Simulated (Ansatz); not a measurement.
By PBEsol, the system below comes out a metal.

The ballistic (Sharvin) conductance counts the channels at the Fermi level: G/A = (e²/h) × channels of both spins per area.

Input:

```xyz
12
Lattice="3.0081 0.0000 0.0000 -1.5041 2.6051 0.0000 0.0000 0.0000 17.6929" Properties=species:S:1:pos:R:3 pbc="T T T"
Ti     1.5041     0.8684     6.4565
Ti     0.0000     1.7367    11.2364
Ti     0.0000     1.7367    15.3029
Ti     1.5041     0.8684     2.3900
Ti     0.0000     0.0000     8.8464
Ti     0.0000     0.0000     0.0000
Si     0.0000     0.0000    13.2697
Si     0.0000     0.0000     4.4232
C      0.0000     1.7367     7.5639
C      1.5041     0.8684    10.1290
C      1.5041     0.8684    16.4103
C      0.0000     1.7367     1.2826
```

Space group of this cell: P6_3/mmc. The cell is strained (lengths across the current scaled by 0.98, ions clamped); by PBEsol its mean pressure is 3.3 GPa.

The current flows along the normal of the first two printed cell vectors, the (001) (indices of the unstrained crystal) plane of the conventional cell. No spin-orbit coupling; the value is a mean over 0.1 eV about the Fermi level.

### Question
Estimate the ballistic conductance per area that PBEsol (Ansatz, a first-principles code) returns for this system.

### Answer
0.47 × 10¹⁵ S/m² for both spins.
